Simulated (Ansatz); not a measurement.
# Is this LiCl structure stable?

The structure comes from a generated guess, relaxed at this level; another structure or a mixture of phases may lie lower.

Level of theory: DFT PBE, scalar-relativistic, plane waves, PAW (Ansatz 0.2.0). Cutoff 420 eV, Γ-centred 6×6×2 mesh (10-atom cell), Gaussian smearing of 0.02 eV, no spin polarisation.

```yaml
crystal:
  lattice:
    - [3.90783, 0.00000, 0.00000]
    - [-1.95392, 3.38428, 0.00000]
    - [0.00000, 0.00000, 15.84528]
  atoms:
    - { symbol: Li, position: [0.33333, 0.66667, 0.12486] }
    - { symbol: Li, position: [0.33333, 0.66667, 0.52455] }
    - { symbol: Li, position: [0.66667, 0.33333, 0.72384] }
    - { symbol: Li, position: [0.00000, 0.00000, 0.92440] }
    - { symbol: Li, position: [0.66667, 0.33333, 0.32533] }
    - { symbol: Cl, position: [0.33333, 0.66667, 0.67509] }
    - { symbol: Cl, position: [0.00000, 0.00000, 0.07538] }
    - { symbol: Cl, position: [0.66667, 0.33333, 0.87490] }
    - { symbol: Cl, position: [0.33333, 0.66667, 0.27585] }
    - { symbol: Cl, position: [0.66667, 0.33333, 0.47581] }
```

Formation energies are uncorrected and refer to the elements' standard structures at the same level (Cl₂ as a molecule).

Question: These tests were run: energy against the elements; random kick, then relaxation without symmetry; phonons on a 2×2×1 q mesh. What do they show?

Answer:

```csv
test,result
energy against the elements,−1.875 eV/atom
"random kick, then relaxation without symmetry",returns
phonons on a 2×2×1 q mesh,no imaginary mode on the mesh
```

It fails none of these tests. Whether a mixture of other phases lies lower isn't tested here.

The kick test ran on a coarse mesh. The run for the phonons used a 6×6×2 k mesh.
